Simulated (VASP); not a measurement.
# TlBr (Pm-3m) in VASP: notebook

Runs on TlBr. Level: PBE+D3(BJ). Tasks: single point, relaxation of cell and atoms.

Everything below comes from runs of VASP 6.6.1. Logs are shortened: lines on timing, memory, paths and dates and some standing lists are left out, and cuts for length are marked.

## (1) Starting point

It takes space group Pm-3m (No. 221, cubic). The conventional cell has a = 3.979 Å, b = 3.979 Å, c = 3.979 Å, α = 90.00°, β = 90.00°, γ = 90.00°. Around Tl (site symmetry m-3m) lie 8 Br at 3.45 Å. Br (site symmetry m-3m) is surrounded by 8 Tl at 3.45 Å.

## (2) Single point, PBE+D3(BJ)

INCAR

```
ALGO = Fast
EDIFF = 1E-6
ENCUT = 520
GGA = PE
ISIF = 2
ISMEAR = 0
IVDW = 12
LASPH = T
LCHARG = F
LREAL = F
LWAVE = F
NBANDS = 17
NELM = 100
PREC = Accurate
SIGMA = 0.02
```

KPOINTS

```
k-points
0
Gamma
  8 8 8
```

POSCAR

```
TlBr
1.0
    3.9791970936      0.0000000000      0.0000000000
    0.0000000000      3.9791970936      0.0000000000
    0.0000000000      0.0000000000      3.9791970936
Tl Br
1 1
Direct
    0.0000000000      0.0000000000      0.0000000000
    0.5000000000      0.5000000000      0.5000000000
```

Potentials or basis: VASP PAW PBE potentials, release 64 (Tl_d, Br).

On the command line:

```
$ cat potpaw_PBE.64/Tl_d/POTCAR potpaw_PBE.64/Br/POTCAR > POTCAR
$ mpirun -np 1 vasp_std > vasp.out
```

OUTCAR:

```text
EDIFF = 1E-6
   ENCUT = 520
   GGA = PE
   ISIF = 2
   ISMEAR = 0
   IVDW = 12
   LASPH = T
   LREAL = F
   NELM = 100
   PREC = Accurate
 IVDW          = 12

 ion  position               nearest neighbor table
   1  0.000  0.000  0.000-   2 3.45   2 3.45   2 3.45   2 3.45   2 3.45   2 3.45   2 3.45   2 3.45

   2  0.500  0.500  0.500-   1 3.45   1 3.45   1 3.45   1 3.45   1 3.45   1 3.45   1 3.45   1 3.45

  LATTYP: Found a simple cubic cell.
 ALAT       =     3.9791970936

  Lattice vectors:

 A1 = (   3.9791970936,   0.0000000000,   0.0000000000)
 A2 = (   0.0000000000,   3.9791970936,   0.0000000000)
 A3 = (   0.0000000000,   0.0000000000,   3.9791970936)

Analysis of symmetry for initial positions (statically):
=====================================================================
 Subroutine PRICEL returns:
 Original cell was already a primitive cell.

 Routine SETGRP: Setting up the symmetry group for a
 simple cubic supercell.

 Subroutine GETGRP returns: Found 48 space group operations
 (whereof 48 operations were pure point group operations)
 out of a pool of 48 trial point group operations.

The static configuration has the point symmetry O_h .

Analysis of symmetry for dynamics (positions and initial velocities):
=====================================================================
 Subroutine PRICEL returns:
 Original cell was already a primitive cell.

 Routine SETGRP: Setting up the symmetry group for a
 simple cubic supercell.

 Subroutine GETGRP returns: Found 48 space group operations
 (whereof 48 operations were pure point group operations)
 out of a pool of 48 trial point group operations.

The dynamic configuration has the point symmetry O_h .

 Subroutine INISYM returns: Found 48 space group operations
 (whereof 48 operations are pure point group operations),
 and found     1 'primitive' translations

----------------------------------------------------------------------------------------

                                     Primitive cell

  volume of cell :      63.0066

  direct lattice vectors                    reciprocal lattice vectors
     3.979197094  0.000000000  0.000000000     0.251306979  0.000000000  0.000000000
     0.000000000  3.979197094  0.000000000     0.000000000  0.251306979  0.000000000
     0.000000000  0.000000000  3.979197094     0.000000000  0.000000000  0.251306979

  length of vectors
     3.979197094  3.979197094  3.979197094     0.251306979  0.251306979  0.251306979

  position of ions in fractional coordinates (direct lattice)
     0.000000000  0.000000000  0.000000000
     0.500000000  0.500000000  0.500000000

  ion indices of the primitive-cell ions
   primitive index   ion index
                 1           1
                 2           2

----------------------------------------------------------------------------------------

 KPOINTS: k-points

Automatic generation of k-mesh.
 Grid dimensions read from file:
 generate k-points for:    8    8    8

 Generating k-lattice:

  Cartesian coordinates                     Fractional coordinates (reciprocal lattice)
     0.031413372  0.000000000  0.000000000     0.125000000  0.000000000  0.000000000
     0.000000000  0.031413372  0.000000000     0.000000000  0.125000000  0.000000000
     0.000000000  0.000000000  0.031413372     0.000000000  0.000000000  0.125000000

  Length of vectors
     0.031413372  0.031413372  0.031413372

  Shift w.r.t. Gamma in fractional coordinates (k-lattice)
     0.000000000  0.000000000  0.000000000

 Subroutine IBZKPT returns following result:
 ===========================================

 Found     35 irreducible k-points:

 Following reciprocal coordinates:
            Coordinates               Weight
  0.000000  0.000000  0.000000      1.000000
  0.125000  0.000000  0.000000      6.000000
  0.250000  0.000000  0.000000      6.000000
  0.375000  0.000000  0.000000      6.000000
  0.500000  0.000000  0.000000      3.000000
  0.125000  0.125000  0.000000     12.000000
[... 16 lines left out ...]
  0.375000  0.375000  0.125000     24.000000
  0.500000  0.375000  0.125000     24.000000
 [... further k-points ...]
   k-points           NKPTS =     35   k-points in BZ     NKDIM =     35   number of bands    NBANDS=     17
   number of dos      NEDOS =    301   number of ions     NIONS =      2
   total plane-waves  NPLWV =  27000
   dimension x,y,z NGX =    30 NGY =   30 NGZ =   30
   dimension x,y,z NGXF=    60 NGYF=   60 NGZF=   60
   ions per type =               1   1
   NGX,Y,Z   is equivalent  to a cutoff of  12.53, 12.53, 12.53 a.u.
   NGXF,Y,Z  is equivalent  to a cutoff of  25.07, 25.07, 25.07 a.u.
 SYSTEM =  unknown system
   PREC   = accura    normal or accurate (medium, high low for compatibility)
   ISTART =      0    job   : 0-new  1-cont  2-samecut
   ICHARG =      2    charge: 1-file 2-atom 10-const
   ISPIN  =      1    spin polarized calculation?
   LNONCOLLINEAR =      F non collinear calculations
   LSORBIT =      F    spin-orbit coupling
   LASPH  =      T    aspherical Exc in radial PAW
   ENCUT  =  520.0 eV  38.22 Ry    6.18 a.u.   7.40  7.40  7.40*2*pi/ulx,y,z
   NELM   =    100;   NELMIN=  2; NELMDL= -5     # of ELM steps
   EDIFF  = 0.1E-05   stopping-criterion for ELM
   LREAL  =      F    real-space projection
   EDIFFG = 0.1E-04   stopping-criterion for IOM
   NSW    =      0    number of steps for IOM
   IBRION =     -1    ionic relax: 0-MD 1-quasi-New 2-CG
   NFREE  =      0    steps in history (QN), initial steepest desc. (CG)
   ISIF   =      2    stress and relaxation
   ISYM   =      2    0-nonsym 1-usesym 2-fastsym
   POTIM  = 0.5000    time-step for ionic-motion
   TEBEG  =    0.0;   TEEND  =   0.0 temperature during run
   PSTRESS=    0.0 pullay stress
   NELECT =      20.0000    total number of electrons
   NUPDOWN=      -1.0000    fix difference up-down
   EMIN   =  10.00;   EMAX   =-10.00  energy-range for DOS
   EFERMI =   0.00;   METHOD = LEGACY
   ISMEAR =     0;   SIGMA  =   0.02  broadening in eV -4-tet -1-fermi 0-gaus
   EFERMI_NEDOS =   21; number of points for ismear=-14 and -15
   IALGO  =     68    algorithm
   IMIX   =      4    mixing-type and parameters
     AMIX     =   0.40;   BMIX     =  1.00
     AMIX_MAG =   1.60;   BMIX_MAG =  1.00
  volume/ion in A,a.u.               =      31.50       212.59
  Fermi-wavevector in a.u.,A,eV,Ry     =   1.116750  2.110352 16.968248  1.247131
  Thomas-Fermi vector in A             =   2.253367
   LORBIT       =      0    0 simple, 1 ext, 2 COOP (PROOUT), +10 PAW based schemes
   GGA     = PE    functional components
   LHFCALC =     F    Hartree Fock is set to
   AEXX    =    0.0000 exact exchange contribution
   IVDW    =    12    specifies the selected vdW correction
   LEPSILON=     F    determine dielectric tensor
   LRPA    =     F    only Hartree local field effects (RPA)
 non-spin polarized calculation
 RMM-DIIS sequential band-by-band and
 Gauss-broadening in eV      SIGMA  =   0.02
  energy-cutoff  :      520.00
  volume of cell :       63.01
 maximum number of plane-waves:      1743
 NGX is ok and might be reduce to    30
   NGX = 15   NGY = 15   NGZ = 15

 number of electron      20.0000005 magnetization

 Free energy of the ion-electron system (eV)
  ---------------------------------------------------
  ext. energy  EPLUGINS =         0.00000000
  ---------------------------------------------------
  free energy    TOTEN  =        -5.53236161 eV

  energy without entropy =       -5.53236161  energy(sigma->0) =       -5.53236161

 E-fermi :   2.4836     XC(G=0):  -8.9724

 val. band max:        2.3885840379   @ k =   0.5000   0.0000   0.0000
 cond. band min:       4.2486878288   @ k =   0.5000   0.0000   0.0000
 fundamental gap:      1.8601037909
 Fermi energy:         2.4836090694

 k-point     1 :       0.0000    0.0000    0.0000
  band No.  band energies     occupation
      1     -11.3495      2.00000
      2      -7.7172      2.00000
      3      -7.7172      2.00000
      4      -7.5402      2.00000
      5      -7.5402      2.00000
      6      -7.5402      2.00000
[... 9 lines left out ...]
     16      13.5523      0.00000
     17      15.8315      0.00000

 k-point     2 :       0.1250    0.0000    0.0000
  band No.  band energies     occupation
      1     -11.3167      2.00000
      2      -7.7157      2.00000
      3      -7.6977      2.00000
      4      -7.5492      2.00000
      5      -7.5492      2.00000
      6      -7.5394      2.00000
[... 9 lines left out ...]
     16      14.4361      0.00000
     17      15.6399      0.00000

 k-point     3 :       0.2500    0.0000    0.0000
  band No.  band energies     occupation
      1     -11.2349      2.00000
      2      -7.7120      2.00000
      3      -7.6519      2.00000
      4      -7.5706      2.00000
      5      -7.5706      2.00000
      6      -7.5375      2.00000
[... 9 lines left out ...]
     16      14.4703      0.00000
     17      15.6223      0.00000

 k-point     4 :       0.3750    0.0000    0.0000
  band No.  band energies     occupation
      1     -11.1492      2.00000
      2      -7.7083      2.00000
      3      -7.6077      2.00000
      4      -7.5919      2.00000
      5      -7.5919      2.00000
      6      -7.5356      2.00000
[... 9 lines left out ...]
     16      13.9422      0.00000
     17      15.9487      0.00000
[... 343 lines left out ...]
      1     -11.0352      2.00000
      2      -7.6456      2.00000
      3      -7.6145      2.00000
      4      -7.5707      2.00000
      5      -7.5627      2.00000
      6      -7.5438      2.00000
[... 9 lines left out ...]
     16      13.2609      0.00000
     17      15.4928      0.00000

 k-point    23 :       0.3750    0.3750    0.1250
  band No.  band energies     occupation
      1     -11.0121      2.00000
      2      -7.6316      2.00000
      3      -7.6024      2.00000
      4      -7.5905      2.00000
      5      -7.5571      2.00000
      6      -7.5244      2.00000
[... 9 lines left out ...]
     16      13.3147      0.00000
     17      14.7165      0.00000

 k-point    24 :       0.5000    0.3750    0.1250
  band No.  band energies     occupation
      1     -10.9913      2.00000
      2      -7.6266      2.00000
      3      -7.6056      2.00000
      4      -7.5894      2.00000
      5      -7.5591      2.00000
      6      -7.5061      2.00000
[... 9 lines left out ...]
     16      13.2960      0.00000
     17      15.0212      0.00000

 [... further k-points ...]

------------------------ aborting loop because EDIFF is reached ----------------------------------------

 Edisp (eV)   -0.54826

 E8    (eV) :    -0.2576

  FORCE on cell =-STRESS in cart. coord.  units (eV):
  Direction    XX          YY          ZZ          XY          YZ          ZX
  --------------------------------------------------------------------------------------
  -------------------------------------------------------------------------------------
  Total      -0.01043    -0.01043    -0.01043     0.00000     0.00000    -0.00000
  in kB      -0.26523    -0.26523    -0.26523     0.00000     0.00000    -0.00000
  external pressure =       -0.27 kB  Pullay stress =        0.00 kB

 VOLUME and BASIS-vectors are now :
 -----------------------------------------------------------------------------
  energy-cutoff  :      520.00
  volume of cell :       63.01
      direct lattice vectors                 reciprocal lattice vectors
     3.979197094  0.000000000  0.000000000     0.251306979  0.000000000  0.000000000
     0.000000000  3.979197094  0.000000000     0.000000000  0.251306979  0.000000000
     0.000000000  0.000000000  3.979197094     0.000000000  0.000000000  0.251306979

 POSITION                                       TOTAL-FORCE (eV/Angst)
 -----------------------------------------------------------------------------------
      0.00000      0.00000      0.00000         0.000000      0.000000      0.000000
      1.98960      1.98960      1.98960         0.000000      0.000000      0.000000
 -----------------------------------------------------------------------------------
    total drift:                                0.000000     -0.000000     -0.000000

  FREE ENERGIE OF THE ION-ELECTRON SYSTEM (eV)
  ---------------------------------------------------
  free  energy   TOTEN  =        -6.0806200791 eV

  energy  without entropy=       -6.0806200791  energy(sigma->0) =       -6.08062008
```

Wall time 28 s (1 thread of Intel Xeon Platinum 8488C (Sapphire Rapids), shared host); peak memory 0.19 GiB.

What came out:

| Quantity | Value |
| --- | --- |
| Free energy | -6.0806 eV |
| Pressure | 0.0 GPa |
| Band gap on the k mesh | 1.86 eV, direct |
| Dispersion energy per atom | -0.274 eV |

Levels at points of the mesh, in eV from the valence-band top:
```csv
k point,band 6,band 7,band 8,band 9,band 10,band 11,band 12,band 13,band 14,band 15
"(0.00, 0.00, 0.00)",-9.93,-4.65,-1.30,-1.30,-1.30,7.01,7.01,7.23,7.23,7.23
"(0.50, 0.00, 0.00)",-9.92,-5.54,-0.80,-0.80,0.00,1.86,5.77,5.77,8.00,10.42
"(0.50, 0.50, 0.00)",-9.88,-3.75,-2.93,-2.93,-0.72,4.87,4.87,7.39,7.70,10.35
"(0.50, 0.50, 0.50)",-9.87,-2.75,-1.92,-1.92,-1.92,2.14,2.14,2.14,12.83,12.83
```

Caveat: spin-orbit coupling is left out, which as a rule narrows the gap of such compounds by several tenths of an eV. A k mesh can miss the band edges.

(Part 1 of 2 ends here.)
